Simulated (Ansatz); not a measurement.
# SnO2: moving O off its site

SnO2, Pa-3, a = 5.170 Å. This isn't the usual stable structure of the compound. Ansatz: PBE, PAW, 420 eV, Γ-centred 8×8×8 mesh on 12 atoms, Gaussian smearing 0.05 eV; no spin polarisation.

```yaml
crystal:
  lattice:
    - [5.16980, 0.00000, 0.00000]
    - [0.00000, 5.16980, 0.00000]
    - [0.00000, 0.00000, 5.16980]
  atoms:
    - { symbol: Sn, position: [0.00000, 0.50000, 0.50000] }
    - { symbol: Sn, position: [0.50000, 0.50000, 0.00000] }
    - { symbol: Sn, position: [0.50000, 0.00000, 0.50000] }
    - { symbol: Sn, position: [0.00000, 0.00000, 0.00000] }
    - { symbol: O, position: [0.33909, 0.16091, 0.83909] }
    - { symbol: O, position: [0.16091, 0.83909, 0.33909] }
    - { symbol: O, position: [0.83909, 0.33909, 0.16091] }
    - { symbol: O, position: [0.66091, 0.66091, 0.66091] }
    - { symbol: O, position: [0.33909, 0.33909, 0.33909] }
    - { symbol: O, position: [0.16091, 0.66091, 0.83909] }
    - { symbol: O, position: [0.83909, 0.16091, 0.66091] }
    - { symbol: O, position: [0.66091, 0.83909, 0.16091] }
```

Atom 5 (O) moves by x along the unit vector (0.000, 0.000, 1.000), with its periodic images; all else is held. y is the free energy of the cell over the start, F the force along the path summed over the moved atoms.

| x (Å) | y (meV) | F (eV/Å) |
| --- | --- | --- |
| -0.300 | 667.5 | 4.98 |
| -0.240 | 407.9 | 3.71 |
| -0.180 | 219.5 | 2.60 |
| -0.120 | 93.5 | 1.62 |
| -0.060 | 22.5 | 0.76 |
| 0.000 | 0.0 | 0.00 |
| 0.120 | 80.3 | -1.29 |
| 0.180 | ? | ? |
| 0.240 | 300.5 | -2.34 |
| 0.300 | 455.0 | -2.80 |

Question: Fit y = c2 x² + c3 x³ + c4 x⁴ to the energies of the other rows, give the force constant, and predict energy and force of the missing row.

Answer: Least squares on the rows shown. y = 5989.4 x² − 3923.3 x³ + 2744.4 x⁴. The force constant is 2 c2 = 12.0 eV/Å² (for all images moving together, not for a lone atom). The force −dy/dx at the missing row is -1.84 eV/Å (computed -1.84). At x = 0.180 the fit asked for gives 174.1 meV. The run gave 174.6 meV, so the fit is 0.5 meV too low, within twice the rms miss on the fitted rows (0.4 meV).

Cost: 10 runs of about 54 core-minutes in all, on Intel Xeon Processor @ 2.50GHz (Skylake/Cascade Lake) (shared hosts).